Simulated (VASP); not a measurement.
## BaTiO3 (Barioperovskite): single point with PBEsol

The system is BaTiO3 (Barioperovskite).

```
Ba Ti O
1.0
     3.98550    0.00000    0.00000
     0.00000    2.83690    2.84515
     0.00000   -2.83690    2.84515
Ba Ti O
1 1 3
Direct
  0.00000 0.00000 0.00000
  0.50000 0.51240 0.51240
  0.50000 0.99184 0.50524
  0.50000 0.50524 0.99184
  0.00000 0.48740 0.48740
```

```yaml
Program: VASP 6.6.1
Task: single point
Functional: PBEsol
Potentials_or_basis: VASP PAW PBE potentials, release 64 (Ba_sv, Ti_sv, O)
Cutoff: 520 eV
k_mesh: 7 × 7 × 7
Occupations: fermi-dirac, width 0.05 eV
Spin: no spin polarisation
Ladder: free
Further_INCAR_settings: ALGO = Normal; EDIFF = 1e-07; NBANDS = 28
```

The pressure is -2.1 GPa, the largest force is 0.277 eV/Å and the band gap on the k mesh is 1.88 eV, indirect (least direct gap 2.01 eV).

Forces in eV/Å, atoms in the order of the input:
```
Ba   0.000  0.000  0.154
Ti   0.000  0.000  0.179
O    0.000 -0.009 -0.277
O    0.000  0.009 -0.277
O    0.000  0.000  0.221
```

Stress tensor (GPa, compression positive):
```
-2.02  0.00  0.00
 0.00 -1.88  0.00
 0.00  0.00 -2.50
```

Levels at points of the mesh, in eV from the valence-band top:
```tsv
k point	band 17	band 18	band 19	band 20	band 21	band 22	band 23	band 24
(0.00, 0.00, 0.00)	-1.04	-0.29	-0.18	-0.13	1.88	1.94	2.10	4.12
```

It took 49 s on 2 MPI ranks on Intel(R) Xeon(R) Platinum 8488C (Sapphire Rapids), on a shared host, peak memory 0.24 GiB a rank.

Caveat: the PAW data sets were made with another functional, which shifts forces and pressure a little; spin-orbit coupling is left out, which moves the levels of the heavy elements; an odd mesh through Γ misses points on the zone boundary, where band edges often lie.
